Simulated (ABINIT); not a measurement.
Crystal: CdO (Monteponite).

```
Cd O
1.0
     0.00000    2.34950    2.34950
     2.34950    0.00000    2.34950
     2.34950    2.34950    0.00000
Cd O
1 1
Direct
  0.00000 0.00000 0.00000
  0.50000 0.50000 0.50000
```

Base run:

* Program: ABINIT 10.8.3 (patched build)
* Functional: PW91
* Potentials or basis: JTH PAW PBE v2.0
* Cutoff: 762 eV
* k mesh: 10 × 10 × 10
* Occupations: fermi-dirac, width 0.05 eV
* Spin: no spin polarisation

Its results: band gap on the k mesh none (metal or under the smearing width); pressure 4.7 GPa.

The run is repeated on the same cell with these changes: functional from PW91 to revPBE. What comes out?

Band gap on the k mesh none (metal or under the smearing width); pressure 8.6 GPa.

revPBE binds less tightly than PW91, so the same cell stands under more pressure.

Caveats: the PAW data sets were made with another functional, which shifts forces and pressure a little.
